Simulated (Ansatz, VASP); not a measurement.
# TeMo2 in VASP and in Ansatz

```
Te Mo
1.0
     0.00000    3.11804    3.11804
     3.11804    0.00000    3.11804
     3.11804    3.11804    0.00000
Te Mo
1 2
Direct
  0.00000 0.00000 0.00000
  0.25000 0.25000 0.25000
  0.75000 0.75000 0.75000
```

Alike in both runs: functional PBE; k mesh 14 × 14 × 14; occupations gaussian, width 0.1 eV; no spin polarisation.

Ansatz relaxed the structure, and its values are those at the end. VASP's run is a single point on that final structure, the one shown.

```csv
,VASP,Ansatz
version,VASP 6.6.1,Ansatz 0.2.0
potentials or method,"VASP PAW PBE potentials, release 64 (Te, Mo_sv)","scalar-relativistic, plane waves, PAW"
plane-wave cutoff (eV),520,420
valence electrons in the cell,34,44
```

|  | VASP | Ansatz | Ansatz less VASP |
| --- | --- | --- | --- |
| gap on the k mesh at the Fermi level (eV) | none | none | - |
| pressure (GPa) | -0.1 | 0.0 | +0.03 |

A gap of «none» marks a metal or a gap that the smearing closes. The functional is the same, so the differences come from potentials, cutoffs and numerics. The two sets of potentials don't hold the same shells in valence.

Spin-orbit coupling is left out, which matters for the levels of Te.
